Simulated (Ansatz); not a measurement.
**FeO: equation of state with LDA**

Crystal: FeO.

```xyz
2
Lattice="-1.6021 1.6021 2.0834 1.6021 -1.6021 2.0834 1.6021 1.6021 -2.0834" Properties=species:S:1:pos:R:3 pbc="T T T"
Fe    0.0000    0.0000    0.0000
O     0.0000    0.0000    2.0834
```

The cell comes from a database or a generator and needn't be the stable form of this composition.

- Program: Ansatz 0.2.0
- Task: equation of state
- Functional: LDA
- Potentials or basis: Ansatz PAW
- Cutoff: 420 eV
- Density cutoff: 1680 eV
- k mesh: 12 × 12 × 12
- Occupations: fermi-dirac, width 0.05 eV
- Spin: collinear spin, ferromagnetic start
- Starting moments: [3.0, 0.0] μB

```
Equilibrium volume                        : 9.27 Å³/atom (rough: see the caveat)
Bulk modulus at fixed shape and positions : 207 GPa (rough)
```

Energy against volume, from the lowest point:
| volume (Å³/atom) | energy (meV/atom) |
| --- | --- |
| 10.053 | 0.00 |
| 10.267 | 21.22 |
| 10.481 | 46.21 |
| 10.695 | 74.61 |
| 10.909 | 106.09 |
| 11.123 | 140.29 |
| 11.337 | 176.89 |

All runs of the series together: 38 s on 2 threads of Arm Neoverse V2, on a shared host.

Caveat: the minimum lies outside the volumes run; the cell was scaled at fixed shape and fractional positions, which overstates the stiffness of a crystal with free parameters, most of all of layers and chains.
